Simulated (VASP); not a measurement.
# As, self-consistent run: which settings are enough?

As, R-3m (no. 166), 2 atoms in the cell. PBE with D2; PAW potentials As (PBE set). VASP 6.6.1.

Wanted: energy within 2 meV/atom; pressure within 0.1 GPa.

POSCAR:
```
As
1.0
    1.8807968987      1.0858785957      3.5140619945
   -1.8807968987      1.0858785957      3.5140619945
    0.0000000000     -2.1717571915      3.5140619945
As
2
Direct
    0.2260000000      0.2260000000      0.2260000000
    0.7740000000      0.7740000000      0.7740000000
```

## Inputs of the D2 term

| Inputs of the D2 term | Energy less reference (meV/atom) | Pressure (GPa) | SCF iterations | Time (s) |
|---|---|---|---|---|
| default | 0.0 | 1.14 | 11 | 5.1 |
| VDW_RADIUS = 15 | 3.5 | 1.19 | 11 | 4.9 |
| VDW_RADIUS = 25 | 0.7 | 1.15 | 11 | 5.0 |
| VDW_RADIUS = 80 | -0.1 | 1.14 | 11 | 5.2 |
| VDW_S6 = 0.6 | 66.5 | 1.69 | 11 | 5.3 |
| VDW_D = 15.0 | -8.5 | 1.27 | 11 | 5.4 |
| VDW_D = 30.0 | 1.3 | 0.56 | 11 | 5.3 |
| VDW_C6 = 16.370, VDW_R0 = 1.760 | 0.0 | 1.14 | 11 | 5.4 |
| VDW_C6 = 19.644, VDW_R0 = 1.760 | -66.5 | 0.58 | 11 | 5.3 |
| VDW_C6 = 13.096, VDW_R0 = 1.760 | 66.5 | 1.69 | 11 | 5.2 |

Chosen: default; no other choice that stays within half of the tolerance saves 30 % of the time.

## The input

INCAR:
```
  ALGO = Normal
  EDIFF = 1E-7
  ENCUT = 520
  ISIF = 2
  ISMEAR = 0
  IVDW = 1
  LASPH = True
  LCHARG = False
  LREAL = False
  LWAVE = False
  NELM = 100
  PREC = Accurate
  SIGMA = 0.02
```

KPOINTS:
```
k-points
0
Gamma
  6 6 6
```

Commands:
```
cat potpaw_PBE.64/As/POTCAR > POTCAR
mpirun -np 1 vasp_std > vasp.out
```

The chosen input took VASP 6.6.1 5.1 s on 1 core (Intel Xeon 6975P-C (Granite Rapids)), a shared host.
